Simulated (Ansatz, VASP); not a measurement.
**Two plane-wave programs on SrO**

Contents of INCAR:

```
SYSTEM = SrO
  PREC = Accurate
  ENCUT = 520
  EDIFF = 1E-7
  ISMEAR = 0
  SIGMA = 0.05
  LREAL = .FALSE.
  LASPH = .TRUE.
  NELM = 100
  ALGO = Fast
  ISIF = 2
  LWAVE = .FALSE.
  LCHARG = .TRUE.
  LELF = .TRUE.
  LVHAR = .TRUE.
  NBANDS = 24
```

KPOINTS

```
regular mesh
0
G
  9 9 6
  0 0 0
```

The input POSCAR:

```
SrO
1.0
    4.2754662656      0.0374103298      0.0000000000
   -2.1053348368      3.6839572341      0.0000000000
    0.0000000000      0.0000000000      5.1555949900
Sr O
2 2
Direct
    0.3333333333      0.6666666667      0.9381277000
    0.6666666667      0.3333333333      0.4381277000
    0.3333333333      0.6666666667      0.4368723000
    0.6666666667      0.3333333333      0.9368723000
```

Input for Ansatz:

```yaml
crystal:
  lattice:
    - [4.2754662656, 0.0374103298, 0.0]
    - [-2.1053348368, 3.6839572341, 0.0]
    - [0.0, 0.0, 5.15559499]
  atoms:
    - { symbol: Sr, position: [0.3333333333, 0.6666666667, 0.9381277] }
    - { symbol: Sr, position: [0.6666666667, 0.3333333333, 0.4381277] }
    - { symbol: O, position: [0.3333333333, 0.6666666667, 0.4368723] }
    - { symbol: O, position: [0.6666666667, 0.3333333333, 0.9368723] }
basis:
  ecutwfc: 420
kpoints:
  mp_grid: { grid: [9, 9, 6] }
hamiltonian:
  xc: lda
scf:
  occupations: { method: gaussian, width: 0.05 }
output:
  forces: true
  stress: true
  eigenvalues: true
```

Change from the starting cell: strain +0.0175 x Voigt [0, 0, 0, 0, 0, 1], atoms carried along.

Alike in both runs: task single point; functional LDA; k mesh 9 × 9 × 6; occupations gaussian, width 0.05 eV; no spin polarisation.

|  | VASP | Ansatz |
| --- | --- | --- |
| version | VASP 6.6.1 | Ansatz 0.2.0 |
| potentials or method | VASP PAW LDA potentials, release 64 (Sr_sv, O) | scalar-relativistic, plane waves, PAW |
| plane-wave cutoff (eV) | 520 | 420 |
| valence electrons in the cell | 32 | 32 |

|  | VASP | Ansatz | Ansatz less VASP |
| --- | --- | --- | --- |
| gap on the k mesh at the Fermi level (eV) | 2.45 | 2.46 | +0.009 |
| least direct gap on the mesh (eV) | 2.45 | 2.46 | +0.009 |
| pressure (GPa) | -3.9 | -4.5 | -0.55 |
| largest component of the traceless stress (GPa) | 0.52 | 0.50 | -0.022 |
| rms of the force components (eV/Å) | 0.045 | 0.041 | -0.0039 |

Atom by atom the forces differ by 0.004 eV/Å (rms over components).

Caveats: an odd mesh through Γ misses points on the zone boundary, where band edges often lie.
